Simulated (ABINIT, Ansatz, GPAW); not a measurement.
## Cu: 3 runs at one level of theory

```xyz
2
Lattice="2.5341 0.0000 0.0000 -1.2670 2.1946 0.0000 0.0000 0.0000 4.1126" Properties=species:S:1:pos:R:3 pbc="T T T"
Cu    1.2532    0.7689    3.0594
Cu    0.0536    1.4636    1.0227
```

This isn't the form of Cu at room conditions, which is fcc.

Atoms were shifted at random by some hundredths of an Å from the given cell, which wasn't relaxed again for these runs.

Alike in all runs: task single point; functional PBEsol; k mesh 12 × 12 × 7; occupations fermi-dirac, width 0.05 eV; no spin polarisation; no spin-orbit coupling. Pressure is positive in compression and, in plane waves, holds the error of the finite cutoff.

```
                           program and potentials  plane-wave cutoff (eV)                                                                                 notes  pressure (GPa)  largest force (eV/Å)
  ABINIT, PseudoDojo NC SR PBEsol v0.4.1 standard                    1252                                               19 valence electrons an atom on average           -1.65                 0.198
   Ansatz, all-electron LAPW, scalar-relativistic                       -                                                                                     -           -1.31                 0.196
GPAW, PAW data sets generated for this functional                     600  11 valence electrons an atom on average; this data set often lies off other programs            0.74                 0.203
```

Force on atom 1 (Cu), eV/Å:

```json
{"program and potentials": "ABINIT, PseudoDojo NC SR PBEsol v0.4.1 standard", "x": "0.107", "y": "-0.059", "z": "0.156"}
{"program and potentials": "Ansatz, all-electron LAPW, scalar-relativistic", "x": "0.106", "y": "-0.059", "z": "0.154"}
{"program and potentials": "GPAW, PAW data sets generated for this functional", "x": "0.109", "y": "-0.060", "z": "0.161"}
```

The pressure spans -1.65 (ABINIT, PseudoDojo NC SR PBEsol v0.4.1 standard) to 0.74 GPa (GPAW, PAW data sets generated for this functional), with all-electron results at -1.31.

The functional is the same throughout but for its coding, so the spread measures potentials, basis and numerics; runs on potential files found faulty are left out.
